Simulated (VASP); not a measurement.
# VASP 6.6.1 run: BaO

INCAR

```
SIGMA = 0.01
ENCUT = 520
ISIF = 2
ISMEAR = 0
NSW = 0
NELM = 78
NBANDS = 15
ISYM = -1
LWAVE = .FALSE.
ALGO = Normal
EDIFF = 1E-7
METAGGA = R2SCAN
IBRION = -1
LREAL = .FALSE.
LASPH = .TRUE.
LCHARG = .FALSE.
PREC = Accurate
```

KPOINTS

```
KPOINTS created by Atomic Simulation Environment
0
Gamma
4 4 4
0 0 0
```

POSCAR

```
Ba O
 1.0000000000000000
     0.0000000000000000    2.8551009619999999    2.8551009619999999
     2.8551009619999999    0.0000000000000000    2.8551009619999999
     2.8551009619999999    2.8551009619999999    0.0000000000000000
 Ba  O
   1   1
Cartesian
  0.0000000000000000  0.0000000000000000  0.0000000000000000
  2.8551009619999999  2.8551009619999999  2.8551009619999999
```

The recommended PBE PAW datasets give the neutral cell 16 valence electrons.

Command

```
mpirun -np 1 vasp_std
```

OSZICAR

```
N       E                     dE             d eps       ncg     rms          rms(c)
DAV:   1     0.523133180328E+02    0.52313E+02   -0.78469E+03  1920   0.100E+03
DAV:   2    -0.407756728858E+02   -0.93089E+02   -0.83553E+02  2721   0.205E+02
DAV:   3    -0.452028444647E+02   -0.44272E+01   -0.43972E+01  2518   0.449E+01
DAV:   4    -0.452561622442E+02   -0.53318E-01   -0.53300E-01  2172   0.505E+00
DAV:   5    -0.452571672330E+02   -0.10050E-02   -0.10049E-02  2398   0.579E-01    0.859E+00
DAV:   6    -0.376389769431E+02    0.76182E+01   -0.56910E+00  2067   0.181E+01    0.397E+00
DAV:   7    -0.377808723680E+02   -0.14190E+00   -0.19048E-01  2256   0.391E+00    0.214E+00
DAV:   8    -0.377828718179E+02   -0.19994E-02   -0.12985E-01  1927   0.356E+00    0.358E-01
DAV:   9    -0.377832616786E+02   -0.38986E-03   -0.76936E-03  2403   0.628E-01    0.155E-01
DAV:  10    -0.377843388242E+02   -0.10771E-02   -0.22861E-03  1934   0.485E-01    0.145E-01
DAV:  11    -0.377838154132E+02    0.52341E-03   -0.12423E-03  2207   0.266E-01    0.174E-02
DAV:  12    -0.377838205566E+02   -0.51434E-05   -0.99445E-05  1934   0.845E-02    0.297E-02
DAV:  13    -0.377838019053E+02    0.18651E-04   -0.37493E-05  2263   0.474E-02    0.414E-03
DAV:  14    -0.377838019439E+02   -0.38590E-07   -0.15999E-06  2018   0.104E-02    0.369E-03
DAV:  15    -0.377838019400E+02    0.38981E-08   -0.51745E-08  1268   0.168E-03
   1 F= -.37783802E+02 E0= -.37783802E+02  d E =-.205132E-56
```

From OUTCAR

```
k-points           NKPTS =     64   k-points in BZ     NKDIM =     64   number of bands    NBANDS=     15

   NELECT =      16.0000    total number of electrons

   dimension x,y,z NGX =    30 NGY =   30 NGZ =   30
   dimension x,y,z NGXF=    60 NGYF=   60 NGZF=   60

  energy-cutoff  :      520.00
  volume of cell :       46.55
      direct lattice vectors                 reciprocal lattice vectors
     0.000000000  2.855100962  2.855100962    -0.175125156  0.175125156  0.175125156
     2.855100962  0.000000000  2.855100962     0.175125156 -0.175125156  0.175125156
     2.855100962  2.855100962  0.000000000     0.175125156  0.175125156 -0.175125156

 k-points in reciprocal lattice and weights: KPOINTS created by Atomic Simulation Env
   0.00000000  0.00000000  0.00000000       0.016
   0.25000000  0.00000000  0.00000000       0.016
   0.50000000  0.00000000  0.00000000       0.016
  -0.25000000  0.00000000  0.00000000       0.016
   0.00000000  0.25000000  0.00000000       0.016
   0.25000000  0.25000000  0.00000000       0.016
   0.50000000  0.25000000  0.00000000       0.016
  -0.25000000  0.25000000  0.00000000       0.016
   ...

 E-fermi :   1.1681

 k-point     1 :       0.0000    0.0000    0.0000
  band No.  band energies     occupation
      1     -25.6626      2.00000
      2     -14.6637      2.00000
      3      -9.9017      2.00000
      4      -9.9017      2.00000
      5      -9.9017      2.00000
      6       0.9093      2.00000
      7       0.9093      2.00000
      8       0.9093      2.00000
      9       4.7773      0.00000
     10       6.1981      0.00000
     11       6.1981      0.00000
     12       6.1981      0.00000
     13       8.4147      0.00000
     14       8.4147      0.00000
     15      11.3137      0.00000

 k-point     2 :       0.2500    0.0000    0.0000
  band No.  band energies     occupation
      1     -25.5743      2.00000
      2     -14.9097      2.00000
      3     -10.0242      2.00000
      4      -9.9511      2.00000
      5      -9.9511      2.00000
      6       0.0501      2.00000
      7       0.3854      2.00000
      8       0.3854      2.00000
      9       5.8955      0.00000
     10       6.8910      0.00000
     11       7.1796      0.00000
     12       7.1796      0.00000
     13       9.6334      0.00000
     14       9.6334      0.00000
     15      14.1217      0.00000

 k-point     3 :       0.5000    0.0000    0.0000
  band No.  band energies     occupation
      1     -25.4828      2.00000
      2     -15.1582      2.00000
      3     -10.1334      2.00000
      4      -9.9989      2.00000
      5      -9.9989      2.00000
      6      -0.5740      2.00000
      7      -0.0519      2.00000
      8      -0.0519      2.00000
      9       6.2600      0.00000
     10       8.4321      0.00000
     11       8.4321      0.00000
     12       9.2200      0.00000
     13      11.5393      0.00000
     14      11.5393      0.00000
     15      14.8208      0.00000

 ...

  Total       -1.2515638     -1.2515657     -1.2515652     -0.0000009     -0.0000007     -0.0000006
  in kB      -43.0793516    -43.0794165    -43.0794008     -0.0000298     -0.0000226     -0.0000220
  external PRESSURE =     -43.0793896 kB  Pullay stress =       0.0000000 kB

 POSITION                                       TOTAL-FORCE (eV/Angst)
 -----------------------------------------------------------------------------------
      0.00000      0.00000      0.00000         0.000000     -0.000001     -0.000001
      2.85510      2.85510      2.85510        -0.000000      0.000001      0.000001
 -----------------------------------------------------------------------------------
    total drift:                               -0.000000      0.000003      0.000001

  FREE ENERGIE OF THE ION-ELECTRON SYSTEM (eV)
  ---------------------------------------------------
  free  energy   TOTEN  =       -37.7838019400 eV

  energy  without entropy=      -37.7838019400  energy(sigma->0) =      -37.78380194
```

It converged. Results: gap between bands v and c on the k mesh 2.57 eV; least direct gap on the k mesh 2.57 eV; pressure -4.3 GPa. Band v is the last that the valence electrons fill when counted band by band, and c is the next.

For comparison, a separate r²SCAN run of the intended cell, on usual settings and not on those above, gives a gap of 2.58 eV on its mesh and a pressure of -4.3 GPa.

The run above took about 1.9 min on one core of a shared host (Intel Xeon Platinum 8488C) and held 0.2 GiB at most.
